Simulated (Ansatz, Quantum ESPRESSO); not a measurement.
# Screening and band shifts of honeycomb BAs, 2 layers, AB stacking, part 6 of 6

How does honeycomb BAs, 2 layers, AB stacking respond to a gate-like field without added charge?

Quantum ESPRESSO 7.5; plane-wave DFT, PBEsol, GBRV ultrasoft pseudopotentials; geometry and cross-check by Ansatz 0.2.0 with PAW datasets.

So far. Step 14 (Valence density): The density integrates to 16.000 electrons, as the 16 of the input ask. Step 19 (The same in Ansatz: field 0.1 V/Å): At 0.1 V/Å Ansatz's dipole is 0.0264 e Å against 0.0265 from pw.x, under another functional.

### 22. Ground state, with K_POINTS = [8, 8, 1] and conv_thr = 1e-10

How much does a setting matter? One run is repeated with a change.

Level of this step: plane-wave DFT, PBEsol, GBRV ultrasoft pseudopotentials (Quantum ESPRESSO 7.5).

Input file f1.w0.in:

```
&control
  prefix = 'f1.w0'
  outdir = './out'
  pseudo_dir = './pseudo'
  calculation = 'scf'
  tprnfor = .true.
  tefield = .true.
  dipfield = .true.
/
&system
  ibrav = 0
  nat = 4
  ntyp = 2
  ecutwfc = 40
  ecutrho = 200
  occupations = 'smearing'
  smearing = 'fd'
  degauss = 0.004
  edir = 3
  emaxpos = 0.97
  eopreg = 0.04
  eamp = 0.00194469
/
&electrons
  conv_thr = 1e-10
  mixing_beta = 0.4
  electron_maxstep = 120
  mixing_mode = 'plain'
/
ATOMIC_SPECIES
  As  74.9216  as_pbesol_v1.uspp.F.UPF
  B   10.8100  b_pbesol_v1.4.uspp.F.UPF
CELL_PARAMETERS angstrom
  3.37058436922509 -0.00000000000000 0.00000000000000
  -1.68529218461255 2.91901168934768 0.00000000000000
  0.00000000000000 0.00000000000000 20.30000000000000
ATOMIC_POSITIONS crystal
  As  0.666666666667 0.333333333333 0.411854300356
  B   0.333333333333 0.666666666667 0.409337096302
  As  0.000000000000 -0.000000000000 0.590598104831
  B   0.666666666667 0.333333333333 0.588210498510
K_POINTS automatic
  8 8 1 0 0 0
```

The run is started by

```bash
$ OMP_NUM_THREADS=1 mpirun -n 4 pw.x -nk 4 -in f1.w0.in > f1.w0.out
```

Log:

```text
[banner, memory and clock lines left out]
Program PWSCF v.7.5 starts
[citation notice left out]

[...]
bravais-lattice index     =            0
     lattice parameter (alat)  =       6.3695  a.u.
     unit-cell volume          =    1347.8255 (a.u.)^3
     number of atoms/cell      =            4
     number of atomic types    =            2
     number of electrons       =        16.00
     number of Kohn-Sham states=           12
     kinetic-energy cutoff     =      40.0000  Ry
     charge density cutoff     =     200.0000  Ry
     scf convergence threshold =      1.0E-10
     mixing beta               =       0.4000
     number of iterations used =            8  plain     mixing
     Exchange-correlation= SLA  PW   PSX  PSC
                           (   1   4  10   8   0   0   0)

[...]
PseudoPot. # 1 for As read from file:
     ./pseudo/as_pbesol_v1.uspp.F.UPF
     Pseudo is Ultrasoft + core correction, Zval =  5.0
     Generated by new atomic code, or converted to UPF format
     Using radial grid of  875 points,  6 beta functions with:
                l(1) =   0
                l(2) =   0
                l(3) =   1
                l(4) =   1
                l(5) =   2
                l(6) =   2
     Q(r) pseudized with  8 coefficients,  rinner =    1.300   1.300   1.300
                                                       1.300   1.300

     PseudoPot. # 2 for B  read from file:
     ./pseudo/b_pbesol_v1.4.uspp.F.UPF
     Pseudo is Ultrasoft + core correction, Zval =  3.0
     Generated by new atomic code, or converted to UPF format
     Using radial grid of  781 points,  4 beta functions with:
                l(1) =   0
                l(2) =   0
                l(3) =   1
                l(4) =   1
     Q(r) pseudized with  8 coefficients,  rinner =    1.100   1.100   1.100

     atomic species   valence    mass     pseudopotential
     As                5.00    74.92160     As( 1.00)
     B                 3.00    10.81000     B ( 1.00)

     No symmetry found

[...]
number of k points=    34  Fermi-Dirac smearing, width (Ry)=  0.0040
[...]
Dense  grid:    64499 G-vectors     FFT dimensions: (  30,  30, 180)

     Smooth grid:    45989 G-vectors     FFT dimensions: (  25,  25, 160)

     Initial potential from superposition of free atoms

     starting charge      15.9990, renormalised to      16.0000

     negative rho (up, down):  8.789E-05 0.000E+00

     Adding external electric field

     Computed dipole along edir(3) :
        Dipole               -0.0000 Ry au,         -0.0000 Debye
        Dipole field         -0.0000 Ry au,

        E field amplitude [Ha a.u.]:  1.9447E-03
        Potential amp.        0.1432 Ry
        Total length         36.8270 bohr

     Starting wfcs are   16 randomized atomic wfcs

     per-process dynamical memory:    47.0 Mb

     Self-consistent Calculation

     iteration #  1     ecut=    40.00 Ry     beta= 0.40
     Davidson diagonalization with overlap
     ethr =  1.00E-02,  avg # of iterations =  2.4

     negative rho (up, down):  1.189E-04 0.000E+00

     Adding external electric field

     Computed dipole along edir(3) :
        Dipole                0.2384 Ry au,          0.6060 Debye
        Dipole field          0.0022 Ry au,

        E field amplitude [Ha a.u.]:  1.9447E-03
        Potential amp.       -0.0205 Ry
        Total length         36.8270 bohr

     total energy              =     -92.50024729 Ry
     estimated scf accuracy    <       0.31258673 Ry

     iteration #  2     ecut=    40.00 Ry     beta= 0.40
[...]
negative rho (up, down):  1.509E-04 0.000E+00

[...]
Dipole               -0.1567 Ry au,         -0.3984 Debye
[...]
E field amplitude [Ha a.u.]:  1.9447E-03
[...]
total energy              =     -92.53028489 Ry
     estimated scf accuracy    <       0.07493612 Ry

     iteration #  3     ecut=    40.00 Ry     beta= 0.40
[...]
negative rho (up, down):  1.739E-04 0.000E+00

[...]
Dipole                0.0998 Ry au,          0.2537 Debye
[...]
E field amplitude [Ha a.u.]:  1.9447E-03
[...]
total energy              =     -92.53389933 Ry
     estimated scf accuracy    <       0.08978285 Ry

     iteration #  4     ecut=    40.00 Ry     beta= 0.40
[...]
negative rho (up, down):  1.994E-04 0.000E+00

[...]
Dipole                0.0628 Ry au,          0.1596 Debye
[...]
E field amplitude [Ha a.u.]:  1.9447E-03
[...]
total energy              =     -92.54689498 Ry
     estimated scf accuracy    <       0.00694767 Ry

     iteration #  5     ecut=    40.00 Ry     beta= 0.40
[...]
negative rho (up, down):  2.060E-04 0.000E+00

[...]
Dipole                0.0544 Ry au,          0.1383 Debye
[...]
E field amplitude [Ha a.u.]:  1.9447E-03
[...]
total energy              =     -92.54760392 Ry
     estimated scf accuracy    <       0.00026412 Ry

     iteration #  6     ecut=    40.00 Ry     beta= 0.40
[...]
negative rho (up, down):  2.109E-04 0.000E+00

[...]
Dipole                0.0504 Ry au,          0.1281 Debye
[...]
E field amplitude [Ha a.u.]:  1.9447E-03
[...]
total energy              =     -92.54768128 Ry
     estimated scf accuracy    <       0.00004434 Ry

[...]
iteration # 11     ecut=    40.00 Ry     beta= 0.40
[...]
negative rho (up, down):  2.172E-04 0.000E+00

[...]
Dipole                0.0537 Ry au,          0.1366 Debye
[...]
E field amplitude [Ha a.u.]:  1.9447E-03
[...]
total energy              =     -92.54770420 Ry
     estimated scf accuracy    <          9.3E-09 Ry

     iteration # 12     ecut=    40.00 Ry     beta= 0.40
[...]
negative rho (up, down):  2.174E-04 0.000E+00

[...]
Dipole                0.0538 Ry au,          0.1368 Debye
[...]
E field amplitude [Ha a.u.]:  1.9447E-03
[...]
total energy              =     -92.54770420 Ry
     estimated scf accuracy    <          4.0E-09 Ry

     iteration # 13     ecut=    40.00 Ry     beta= 0.40
[...]
negative rho (up, down):  2.175E-04 0.000E+00

[...]
Dipole                0.0538 Ry au,          0.1367 Debye
[...]
E field amplitude [Ha a.u.]:  1.9447E-03
[...]
total energy              =     -92.54770420 Ry
     estimated scf accuracy    <          1.7E-09 Ry

     iteration # 14     ecut=    40.00 Ry     beta= 0.40
[...]
negative rho (up, down):  2.177E-04 0.000E+00

[...]
Dipole                0.0537 Ry au,          0.1366 Debye
[...]
E field amplitude [Ha a.u.]:  1.9447E-03
[...]
End of self-consistent calculation

          k = 0.0000 0.0000 0.0000 (  5705 PWs)   bands (ev):

   -15.4282 -15.1468  -6.0806  -4.6300  -2.9779  -2.9779  -2.8281  -2.8281
     2.3387   2.4592   2.6782   3.1221

          k = 0.0000 0.1443 0.0000 (  5799 PWs)   bands (ev):

   -15.2089 -14.9302  -5.8303  -4.3987  -4.2637  -4.0939  -3.4273  -3.2637
     2.3874   2.5973   2.6680   3.3606

[...]
the Fermi energy is    -0.9978 ev

!    total energy              =     -92.54770420 Ry
     estimated scf accuracy    <          8.1E-11 Ry
     smearing contrib. (-TS)   =      -0.00000056 Ry
     internal energy E=F+TS    =     -92.54770364 Ry

     The total energy is F=E-TS. E is the sum of the following terms:
     one-electron contribution =    -263.64916718 Ry
     hartree contribution      =     135.19475212 Ry
     xc contribution           =     -68.33239947 Ry
     ewald contribution        =     104.23929300 Ry
     electric field correction =      -0.00018211 Ry

     convergence has been achieved in  14 iterations

     negative rho (up, down):  2.177E-04 0.000E+00

     Forces acting on atoms (cartesian axes, Ry/au):

     atom    1 type  1   force =    -0.00000003    0.00000001   -0.00072705
     atom    2 type  2   force =    -0.00000001   -0.00000001   -0.00029651
     atom    3 type  1   force =     0.00000004    0.00000002    0.00068323
     atom    4 type  2   force =     0.00000000   -0.00000003    0.00034033

     Total force =     0.001095     Total SCF correction =     0.000019

[...]
```

Wall time 19 s (4 MPI ranks of Arm Neoverse V1, shared host); peak memory 0.36 GiB.

The changed values were drawn from a wide range, not chosen for quality; the comparison shows what they did here together.

Beside the run it was changed from:

```csv
quantity,this run,unchanged run,difference
dipole along the normal (e·Å),0.02844,0.02650,0.0019
free energy (eV),-1259.176,-1259.174,-0.0019
wall time (s),19,28,
SCF iterations,14,9,
```

The free energy moves by -0.48 meV an atom.

This run starts from superposed atoms, the unchanged one from a saved density, so their iteration counts don't compare.

The physical values in this table move by up to 7.3 %.

### 23. SCF with pw.x, with no degauss

One more run, with a changed input.

Input file f1.bad.in:

```
&control
  prefix = 'f1.bad'
  outdir = './out'
  pseudo_dir = './pseudo'
  calculation = 'scf'
  tprnfor = .true.
  tefield = .true.
  dipfield = .true.
/
&system
  ibrav = 0
  nat = 4
  ntyp = 2
  ecutwfc = 40
  ecutrho = 200
  occupations = 'smearing'
  smearing = 'fd'
  edir = 3
  emaxpos = 0.97
  eopreg = 0.04
  eamp = 0.00194469
/
&electrons
  conv_thr = 1e-09
  mixing_beta = 0.4
  electron_maxstep = 75
  mixing_mode = 'plain'
/
ATOMIC_SPECIES
  As  74.9216  as_pbesol_v1.uspp.F.UPF
  B   10.8100  b_pbesol_v1.4.uspp.F.UPF
CELL_PARAMETERS angstrom
  3.37058436922509 -0.00000000000000 0.00000000000000
  -1.68529218461255 2.91901168934768 0.00000000000000
  0.00000000000000 0.00000000000000 20.30000000000000
ATOMIC_POSITIONS crystal
  As  0.666666666667 0.333333333333 0.411854300356
  B   0.333333333333 0.666666666667 0.409337096302
  As  0.000000000000 -0.000000000000 0.590598104831
  B   0.666666666667 0.333333333333 0.588210498510
K_POINTS automatic
  12 12 1 0 0 0
```

The run is started by

```bash
$ OMP_NUM_THREADS=1 mpirun -n 4 pw.x -nk 4 -in f1.bad.in > f1.bad.out
```

Log:

```text
[banner, memory and clock lines left out]
Program PWSCF v.7.5 starts

          URL

     Presently no symmetry can be used with electric field

 %%%%%%%%%%%%%%%%%%%%%%%%%%%%%%%%%%%%%%%%%%%%%%%%%%%%%%%%%%%%%%%%%%%%%%%%%%%%%%
     Error in routine  set_occupations (1):
      smearing requires a value for gaussian broadening (degauss)
 %%%%%%%%%%%%%%%%%%%%%%%%%%%%%%%%%%%%%%%%%%%%%%%%%%%%%%%%%%%%%%%%%%%%%%%%%%%%%%

     stopping ...
[the rest left out]
```

Wall time 0.5 s (4 MPI ranks); peak memory 0.11 GiB.

The program refused the input before any cycle.

The program's message: “Error in routine  set_occupations (1): smearing requires a value for gaussian broadening (degauss)”

The change that led to it: system.degauss left out.

The message: “set_occupations (1): smearing requires a value for gaussian broadening (degauss)”. Smearing needs a width: set degauss, in Ry.

### 24. By hand

α = Δp/E = (0.02650 − (-0.00579)) e Å / 0.1 V/Å = 0.3229 e Å²/V; times e/(4πε₀) = 14.40 V Å this is 4.650 Å³. With A = 9.839 Å², 4πα/A = 5.939 Å.

### 25. Summary of results

| Quantity | Value |
| --- | --- |
| polarisability along the normal, a cell | 4.65 Å³ |
| sheet polarisability 4πα/A | 5.94 Å |
| dipole without a field | -0.0058 e·Å |
| Kohn-Sham ionisation potential, upper face | 5.05 eV |
| gap along the path at 0 V/Å | 0.63 eV |
| gap along the path at 0.2 V/Å | 0.53 eV |
| gap along the path at 0.3 V/Å | 0.47 eV |

The sheet answers a field with a polarisability of 4.65 Å³ a cell, or 4πα/A = 5.94 Å (PBEsol, GBRV ultrasoft). In pw.x the dipole follows the field linearly over the range tried. A perfect conductor 5.94 Å thick would screen alike; the outer atoms lie 3.68 Å apart. At 0.1 V/Å the sheet takes 0.594 eV off the potential drop. At 0.2 V/Å the gap along the path goes from 0.63 to 0.53 eV. Quantum ESPRESSO and Ansatz give 4.650 and 4.636 Å³ for the polarisability (pw.x from 0 and 0.1 V/Å, Ansatz from ±0.1 V/Å, under PBE), which agree. The ions stay at their zero-field places, so this is the electrons' response alone. Semilocal gaps are too small, and in strong fields empty levels can belong to the vacuum. Spin-orbit coupling is left out; depending on the atoms that carry the levels of interest, it can split and shift them by tens to hundreds of meV.

[Logs are printed without paths, hosts, clocks, repeated set-up lines and the standing remarks that a program may print on its own settings, such as how far it seeks lower states.]

[Hosts, paths, dates, database ids (printed as entryN), source tags and the programs' standing remarks are cut or masked in the printed files.]

[Maps of the electrostatic potential energy from Ansatz leave out the sawtooth potential of an applied field or a dipole correction, so their vacuum need not be flat; planar profiles and work functions include it.]
